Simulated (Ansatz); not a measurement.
Runs of Ansatz 0.2.0 on P. Symmetry: R-3m, No. 166, trigonal system. The conventional cell has a = 3.451 Å, b = 3.451 Å, c = 9.389 Å, α = 90.00°, β = 90.00°, γ = 120.00°. P (site symmetry 3m) has 3 P at 2.29 Å as nearest neighbours. This isn't the form of P at room conditions, which is orthorhombic.

```csv
task,level,potentials or basis,spin,k mesh,cutoff (eV),smearing,basis error allowed,mesh quality,gap on the mesh (eV),pressure (GPa),largest force (eV/Å)
density of states,PBEsol,all-electron PAW datasets made for the crystal,off,9 × 9 × 9,240,fermi-dirac 0.05 eV,-,not flagged,none,-1.8,0.26
phonons,PBEsol,"all-electron LAPW, scalar-relativistic",off,9 × 9 × 9,240,fermi-dirac 0.05 eV,0.001 eV/atom,not flagged,none,-,0.26
single point,LDA,all-electron PAW datasets made for the crystal,"collinear, antiferromagnetic start",9 × 9 × 9,240,fermi-dirac 0.01 eV,-,not flagged,none,-2.9,(b)
single point,PBEsol,"all-electron LAPW, scalar-relativistic",off,5 × 5 × 5,220,fermi-dirac 0.03 eV,0.001 eV/atom,coarse,none,(a),0.13
```

Alike in all rows: cell as given.

Task: Fill in the values left out.

Result: (a) -1.2; (b) 0.16.

Caveats: some runs use coarse meshes; the program warned that the printed levels may be off, so bands, gaps and densities of states are rough (some runs); a metal's response needs a denser mesh (some runs); the k mesh is thin for a metal, which can move the energy by tens of meV per atom (some runs).

A k mesh can miss the band edges.

A gap of «none» marks a metal or a gap under the smearing width.

Not every run made on this cell is shown here.
